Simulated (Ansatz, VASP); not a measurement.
# Rh in VASP and in Ansatz

The input INCAR:

```
PREC = Accurate
ENCUT = 520
EDIFF = 1E-6
ISMEAR = 1
SIGMA = 0.01
LREAL = F
LASPH = T
NELM = 80
ALGO = Normal
ISIF = 2
LWAVE = F
LCHARG = F
NBANDS = 14
```

KPOINTS

```
regular mesh
0
Gamma
  14 14 14
```

Contents of POSCAR:

```
Rh
1.0
    0.0000000000      1.8776226225      1.8776226225
    1.8776226225      0.0000000000      1.8776226225
    1.8776226225      1.8776226225      0.0000000000
Rh
1
Direct
    0.0000000000      0.0000000000      0.0000000000
```

Input for Ansatz:

```yaml
crystal:
  lattice:
    - [0.0, 1.8776226225, 1.8776226225]
    - [1.8776226225, 0.0, 1.8776226225]
    - [1.8776226225, 1.8776226225, 0.0]
  atoms:
    - { symbol: Rh, position: [0.0, 0.0, 0.0] }
hamiltonian:
  xc: lda
  pseudopotentials:
    kind: paw
    azcp:
      Rh: "pseudopotentials/Rh.paw.azcp"
basis:
  ecutwfc: 420
  fft_grid_basis: typed
kpoints:
  mp_grid: { grid: [14, 14, 14], shift: [0, 0, 0] }
magnetization:
  spin_polarized: false
scf:
  occupations: { method: methfessel_paxton, width: 0.01 }
  lower_state_search: "off"
output:
  stress: true
```

Alike in both runs: task single point; functional LDA; k mesh 14 × 14 × 14; occupations methfessel-paxton of order 1, width 0.01 eV; no spin polarisation.

|  | VASP | Ansatz |
| --- | --- | --- |
| version | VASP 6.6.1 | Ansatz 0.2.0 |
| potentials or method | VASP PAW LDA potentials, release 64 (Rh_pv) | plane waves (420 eV) with PAW, scalar-relativistic |
| plane-wave cutoff (eV) | 520 | 420 |
| valence electrons in the cell | 15 | 17 |

```tsv
	VASP	Ansatz	Ansatz less VASP
pressure (GPa)	0.5	-0.4	-0.92
```

The two sets of potentials don't hold the same shells in valence. Ansatz warned: «pseudo_functional_mismatch».
